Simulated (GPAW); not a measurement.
## In: equation of state with PBEsol

In:

```xyz
2
Lattice="3.3355 0.0000 0.0000 -1.6677 2.8886 0.0000 0.0000 0.0000 5.5091" Properties=species:S:1:pos:R:3 pbc="T T T"
In    1.6677    0.9629    4.1319
In    0.0000    1.9257    1.3773
```

This isn't the form of In at room conditions, which is tetragonal.

| Item | Value |
| --- | --- |
| Program | GPAW 26.7.0 |
| Task | equation of state |
| Functional | PBEsol |
| Potentials or basis | PAW data sets generated in the run's folder for this functional |
| Cutoff | 600 eV |
| Basis | pw |
| k mesh | 9 × 9 × 5 |
| Occupations | fermi-dirac, width 0.05 eV |
| Spin | no spin polarisation |

The equilibrium volume is 25.46 Å³/atom and the bulk modulus at fixed shape and positions is 46 GPa. The pressure derivative of the bulk modulus is 6.5.

Energy against volume, from the lowest point:
```
volume (Å³/atom)  energy (meV/atom)
          24.948               1.54
          25.478               0.00
          26.009               1.55
          26.540               5.81
          27.071              12.37
          27.602              20.85
          28.133              30.97
```

Run time: 2.5 min on 1 thread of Arm Neoverse V2, with other jobs on the host, peak memory 0.32 GiB.

Caveat: the cell was scaled at fixed shape and fractional positions, which overstates the stiffness of a crystal with free parameters, most of all of layers and chains.
